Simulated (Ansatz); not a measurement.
**BN: stress in a strained cell**

BN is deformed so: equal xx and yy strain of +2 %. What stress and forces result, by LAPW, PAW and all-electron datasets made for the crystal?

Method: DFT LDA, scalar-relativistic, in Ansatz 0.2.0.

2 further runs of the same task are left out: 2 set aside as unsound or not needed.

## (1) The starting structure

It takes space group F-43m (No. 216, cubic). Conventional cell: a = 3.615 Å, b = 3.615 Å, c = 3.615 Å, α = 90.00°, β = 90.00°, γ = 90.00°. B (site symmetry -43m) has 4 N at 1.57 Å as nearest neighbours. N (site symmetry -43m) is surrounded by 4 B at 1.57 Å.

As a file:

```xyz
2
Lattice="0.0000 1.8075 1.8075 1.8075 0.0000 1.8075 1.8075 1.8075 0.0000" Properties=species:S:1:pos:R:3 pbc="T T T"
B     0.0000    0.0000    0.0000
N     2.7112    2.7112    2.7113
```

Atoms are numbered in the order of the input: B1, N2.

## (2) After the deformation

Space group F-43m before, I-4m2 after.

## (3) Full-potential LAPW

Input file input.yaml:

```yaml
crystal:
  lattice:
    - [0.0, 1.84365, 1.8075]
    - [1.84365, 0.0, 1.8075]
    - [1.84365, 1.84365, 0.0]
  atoms:
    - { symbol: B, position: [0.0, 0.0, 0.0] }
    - { symbol: "N", position: [0.75, 0.75, 0.75] }
kpoints:
  mp_grid: { grid: [11, 11, 11] }
  band_path:
    path:
      - [0.0, 0.0, 0.0]
      - [0.0, 0.5, 0.5]
      - [0.25, 0.75, 0.5]
      - [0.0, 0.5, 0.0]
      - [0.0, 0.0, 0.0]
      - [0.5, 0.5, 0.0]
      - [0.38005, 0.61995, 0.0]
      - [-0.38005, 0.38005, 0.0]
      - [0.0, 0.0, 0.0]
    npoints: 5
scf:
  occupations: { method: fermi_dirac, width: 0.02 }
hamiltonian:
  xc: lda
  pseudopotentials: { kind: all_electron, lapw: { basis_error: 0.0005 } }
output:
  forces: true
  stress: true
  eigenvalues: true
```

Launch:

```sh
$ ansatz run input.yaml --threads 1 --pin off --max-ram 3072MiB --backend cpu --events-out ev --progress --plain --runs-dir out
```

## (4) PAW on the default files

Input file input.yaml:

```yaml
crystal:
  lattice:
    - [0.0, 1.84365, 1.8075]
    - [1.84365, 0.0, 1.8075]
    - [1.84365, 1.84365, 0.0]
  atoms:
    - { symbol: B, position: [0.0, 0.0, 0.0] }
    - { symbol: "N", position: [0.75, 0.75, 0.75] }
kpoints:
  mp_grid: { grid: [11, 11, 11] }
scf:
  occupations: { method: fermi_dirac, width: 0.02 }
hamiltonian:
  xc: lda
  pseudopotentials: { kind: paw }
output:
  forces: true
  stress: true
  eigenvalues: true
  efg: { contact_densities: true }
```

## (5) Datasets made for this crystal

Edit input.yaml of step 4 so:

```diff
@@ -14,3 +14,3 @@
   xc: lda
-  pseudopotentials: { kind: paw }
+  pseudopotentials: { kind: all_electron, datasets: crystal }
 output:
```

(Steps that only read results are left out.)

What does the calculation give? Wanted: pressure; largest shear or deviatoric stress.

The runs gave:

```
                                 quantity                                                 value
                                 pressure  LAPW -24.17, PAW -24.25, crystal datasets -24.17 GPa
largest shear or deviatoric stress (LAPW)                                              7.62 GPa
```

Against the undeformed cell the largest change of stress is -17.13 GPa, in the xx component (others tie with it), with the atoms carried along and not relaxed. PAW: stress within 0.09 GPa of LAPW. Crystal datasets: stress within 0.01 GPa of LAPW.
